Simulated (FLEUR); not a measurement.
The system is C.

```
CELL_PARAMETERS angstrom
2.52210 0.00000 0.00000
-1.26105 2.18420 0.00000
0.00000 0.00000 8.23710
ATOMIC_POSITIONS crystal
C 0.66667 0.33333 0.84375
C 0.33333 0.66667 0.34375
C 0.66667 0.33333 0.65625
C 0.33333 0.66667 0.15625
C 0.00000 0.00000 0.90625
C 0.00000 0.00000 0.40625
C 0.00000 0.00000 0.59375
C 0.00000 0.00000 0.09375
```

This is a hexagonal form of diamond, not graphite.

Base run:

```yaml
Program: FLEUR MaX-R8.1 (later development tree)
Functional: RPBE
Potentials_or_basis: all-electron
Basis: FLAPW
Kmax: 5.33 1/bohr
k_mesh: 12 × 12 × 4
Occupations: fermi-dirac, width 0.05 eV
Spin: no spin polarisation
```

Its results: band gap on the k mesh 4.55 eV, indirect (least direct gap 5.29 eV).

Q: The run is repeated on the same cell with these changes: functional from RPBE to PBEsol. What comes out?

A: Band gap on the k mesh 4.27 eV, indirect (least direct gap 5.13 eV).

Not every run made on this cell is shown here.
